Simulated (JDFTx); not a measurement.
# Ta under changes of volume

One of the cells (18.010 Å³/atom); the others are scaled copies at fixed shape and fractional positions:

```
Ta
1.0
    -1.65128    1.65128    1.65128
     1.65128   -1.65128    1.65128
     1.65128    1.65128   -1.65128
Ta
1
Direct
  0.00000 0.00000 0.00000
```

| Item | Value |
| --- | --- |
| Program | JDFTx 1.7.0 (patched build) |
| Functional | PBEsol |
| Potentials or basis | PseudoDojo-SR-PBEsol-0.4.1-standard with smoothed tails |
| Cutoff | 789 eV |
| Density cutoff | 3157 eV |
| k mesh | 11 × 11 × 11 |
| Occupations | fermi-dirac, width 0.05 eV |
| Spin | no spin polarisation |

```csv
volume (Å³/atom),energy over the lowest point (meV/atom),pressure (GPa)
16.930,19.85,9.5
17.290,4.38,4.4
17.650,0.00,-0.2
18.010,5.49,-4.2
18.371,19.69,-7.9
18.731,41.64,-11.1
19.091,?,?
```

Problem. What does the run at 19.091 Å³/atom give?

Solution. Energy over the lowest point 70.50 meV/atom; pressure -14.1 GPa.

Worked out: A Birch-Murnaghan fit of order 3 (a polynomial in V^(-2/3)) to the other rows has its minimum at 17.62 Å³/atom with B0 = V·E''(V) = 216 GPa and B' = 4.9. It gives 70.41 meV/atom at 19.091 Å³/atom, against the run's 70.50, and -dE/dV = -14.2 GPa, against -14.1.

Energies are extrapolated to zero smearing.
